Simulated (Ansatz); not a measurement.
Cu: the change of energy above lowest point and pressure with volume per atom

Results calculated with Ansatz 0.2.0 development build, not measured. Equation of state of a cubic crystal from periodic Kohn-Sham density functional theory without spin; pressure corrected for the finite basis.

Cell of the first row (space group Fd-3m, No. 227):
```
cell vectors (Å)
   0.0000     2.6221     2.6221
   2.6221     0.0000     2.6221
   2.6221     2.6221     0.0000
atoms (fractions of the cell vectors)
Cu  0.00000  0.00000  0.00000
Cu  0.25000  0.25000  0.25000
```

Settings of every row: formula Cu; structure type diamond; functional PBE; spin treatment none; k mesh 18x18x18; occupation method fermi-dirac; occupation width 0.061225619 eV; wave cutoff 700 eV; datasets hard PAW; density cutoff ratio 4.

Limits: a cubic model structure, not a phase known at ambient conditions; the SCF threshold is loose for a stress in some rows.

| row | volume per atom (Å³) | energy above lowest point (meV/atom) | pressure (GPa) |
| --- | --- | --- | --- |
| 1 | 18.028 | 13.25 | 3.937 |
| 2 | 18.412 | 5.63 | 2.46 |
| 3 | 18.795 | 1.34 | 1.151 |
| 4 | 19.179 | 0 | -0.008 |
| 5 | 19.562 | ? | ? |
| 6 | 19.946 | 4.85 | -1.941 |
| 7 | 20.329 | 10.48 | -2.744 |

Question: what energy above lowest point and pressure should row 5 give?

Worked fit of energy above lowest point. Take u = (V_r/V)^(2/3) − 1 with V_r = 18.987 Å³ an atom, which is twice the finite (Eulerian) strain; such expansions in the strain, on which the Birch-Murnaghan equation of state is built, carry the rest volume and the bulk modulus. The shown rows have u = 0.03516, 0.02071, 0.0068, -0.00669, -0.03232, -0.04451. Least squares give energy above lowest point = 0.324 + 98.88 × u + 7513.7 × u² + 3722 × u³ meV/atom; a parabola predicts inner rows, each left out in turn, worse (root mean square 0.071 against 0.0059 meV/atom). All shown rows lie on it to the printed digit. Its lowest point lies at u = -0.0066, or V = 19.18 Å³ an atom, and the curvature there gives the bulk modulus at fixed shape and fractions, B = (4/9)(1 + u)² E″(u)/V = 54.5 GPa. The withheld row has u = -0.01969, so the fit gives 0.324 + 98.88 × (-0.01969) + 7513.7 × (-0.01969)² + 3722 × (-0.01969)³ = 1.26 meV/atom.

The calculation gave 1.27 meV/atom. The fit lies 0.01 meV/atom (0.075 % of the column's range) below it, one unit of the last digit.

Worked fit of pressure. Take u = (V_r/V)^(2/3) − 1 with V_r = 18.987 Å³ an atom, which is twice the finite (Eulerian) strain; such expansions in the strain, on which the Birch-Murnaghan equation of state is built, carry the rest volume and the bulk modulus. The shown rows have u = 0.03516, 0.02071, 0.0068, -0.00669, -0.03232, -0.04451. Least squares give pressure = 0.5547 + 85.984 × u + 280.29 × u² + 301 × u³ GPa; a parabola predicts inner rows, each left out in turn, worse (root mean square 0.0061 against 0.0024 GPa). The rows lie off it by 0.000, 0.002, -0.001, 0.000, 0.001, 0.000. The pressure vanishes at u = -0.0066, or V = 19.18 Å³ an atom, and there the bulk modulus at fixed shape and fractions is B = −V dP/dV = (2/3)(1 + u) dP/du = 54.5 GPa. The withheld row has u = -0.01969, so the fit gives 0.5547 + 85.984 × (-0.01969) + 280.29 × (-0.01969)² + 301 × (-0.01969)³ = -1.032 GPa.

The calculation gave -1.033 GPa. The fit lies 0.001 GPa (0.015 % of the column's range) above it, one unit of the last digit.
